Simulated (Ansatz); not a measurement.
# Phosphorus, A15 under RPBE: relaxation and energy

Aim: take phosphorus in the A15 structure, relax it, then solve it on a dense k-mesh. Spin polarisation is left out. The k-meshes are 5×5×5 for the relaxation; 7×7×7 for the dense run.

Computed with Ansatz 0.2.0 (DFT RPBE, plane waves (420 eV) with PAW, scalar-relativistic; the PAW data stem from PBE, with regenerated cores, unless a step says otherwise).

## (1) The starting structure

Symmetry: Pm-3n, No. 223, cubic system. The conventional cell has a = 4.957 Å, b = 4.957 Å, c = 4.957 Å, α = 90.00°, β = 90.00°, γ = 90.00°. P (site symmetry m-3) has 12 P at 2.77 Å as nearest neighbours. P (site symmetry -4m2) has 6 P at 2.48 to 2.77 Å as nearest neighbours.

Structure file:

```
P
1.0
     4.95671    0.00000    0.00000
     0.00000    4.95671    0.00000
     0.00000    0.00000    4.95671
P
8
Direct
  0.00000 0.00000 0.00000
  0.50000 0.50000 0.50000
  0.25000 0.00000 0.50000
  0.75000 0.00000 0.50000
  0.50000 0.25000 0.00000
  0.50000 0.75000 0.00000
  0.00000 0.50000 0.25000
  0.00000 0.50000 0.75000
```

## (2) Relaxation of the cell

Contents of input.yaml:

```yaml
crystal:
  lattice:
    - [4.9567132665, 0.0, 0.0]
    - [0.0, 4.9567132665, 0.0]
    - [0.0, 0.0, 4.9567132665]
  atoms:
    - { symbol: P, position: [0.0, 0.0, 0.0] }
    - { symbol: P, position: [0.5, 0.5, 0.5] }
    - { symbol: P, position: [0.25, 0.0, 0.5] }
    - { symbol: P, position: [0.75, 0.0, 0.5] }
    - { symbol: P, position: [0.5, 0.25, 0.0] }
    - { symbol: P, position: [0.5, 0.75, 0.0] }
    - { symbol: P, position: [0.0, 0.5, 0.25] }
    - { symbol: P, position: [0.0, 0.5, 0.75] }
hamiltonian:
  xc: rpbe
  pseudopotentials:
    kind: paw
    azcp:
      P: "pseudopotentials/P.paw.azcp"
basis:
  ecutwfc: 420
  fft_grid_basis: typed
kpoints:
  mp_grid: { grid: [5, 5, 5], shift: [0, 0, 0] }
magnetization:
  spin_polarized: false
scf:
  occupations: { method: fermi_dirac, width: 0.1 }
relax:
  max_steps: 60
  f_tol: 0.01
  cell: {}
```

Started as:

```sh
> ansatz run input.yaml --threads 4 --pin off --max-ram 8192MiB --backend cpu --events-out ev --progress --plain --runs-dir out
```

The runs that follow: The energy on a finer k-mesh.

Q: Predict the outcome of this session. Wanted: space group; conventional cell; volume; shortest distance; gap on the mesh; relative to black phosphorus; highest ELF outside the cores.

The runs gave:

| quantity | value |
| --- | --- |
| space group (spins left aside) | Pm-3n (No. 223) |
| conventional cell | a = 4.925 Å |
| volume | 14.935 Å³/atom |
| shortest distance | 2.463 Å |
| gap on the mesh | none (levels filled in part) |
| relative to black phosphorus | +966 meV/atom |
| highest ELF outside the cores | 0.82, 0.81 Å from the nearest atom |

**Reading.** The relaxation shrank the cell by 1.9 % in volume. Against the reference form of phosphorus (black phosphorus, computed apart with the same settings) it stands 966 meV/atom higher. No gap shows: it is a metal or semimetal at this level. The symmetry was held, so the structure may be unstable against distortions that break it.
